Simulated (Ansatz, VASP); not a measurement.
## One calculation of PtSe, two programs

The input INCAR:

```
ALGO = Normal
EDIFF = 1E-6
ENCUT = 520
GGA = PE
ISIF = 2
ISMEAR = -1
LASPH = T
LCHARG = F
LREAL = F
LWAVE = F
NBANDS = 15
NELM = 100
PREC = Accurate
SIGMA = 0.05
```

KPOINTS

```
k-points
0
Gamma
  8 8 8
```

File POSCAR:

```
PtSe
1.0
    0.0000000000      2.7605901271      2.7605901271
    2.7605901271      0.0000000000      2.7605901271
    2.7605901271      2.7605901271      0.0000000000
Pt Se
1 1
Direct
    0.5000000000      0.5000000000      0.5000000000
    0.0000000000      0.0000000000      0.0000000000
```

The input input.yaml:

```yaml
crystal:
  lattice:
    - [0.0, 2.7605901271, 2.7605901271]
    - [2.7605901271, 0.0, 2.7605901271]
    - [2.7605901271, 2.7605901271, 0.0]
  atoms:
    - { symbol: Pt, position: [0.5, 0.5, 0.5] }
    - { symbol: Se, position: [0.0, 0.0, 0.0] }
hamiltonian:
  xc: pbe
  pseudopotentials: { kind: paw }
kpoints:
  mp_grid: { grid: [8, 8, 8] }
scf:
  occupations: { method: fermi_dirac, width: 0.05 }
output:
  forces: true
  stress: true
  eigenvalues: true
```

The cell comes from a database or a generator and needn't be the stable form of this composition.

Alike in both runs: task single point; functional PBE; k mesh 8 × 8 × 8; occupations fermi-dirac, width 0.05 eV; no spin polarisation.

|  | VASP | Ansatz |
| --- | --- | --- |
| version | VASP 6.6.1 | Ansatz 0.2.0 |
| potentials or method | VASP PAW PBE potentials, release 64 (Pt, Se) | Ansatz PAW |
| plane-wave cutoff (eV) | 520 | 420 |
| valence electrons in the cell | 16 | 34 |

|  | VASP | Ansatz | Ansatz less VASP |
| --- | --- | --- | --- |
| gap on the k mesh at the Fermi level (eV) | none | none | - |
| pressure (GPa) | -12.3 | -12.3 | +0.10 |

A gap of «none» marks a metal or a gap that the smearing closes. The two sets of potentials don't hold the same shells in valence.

Spin-orbit coupling is left out, which matters for the levels of Pt.
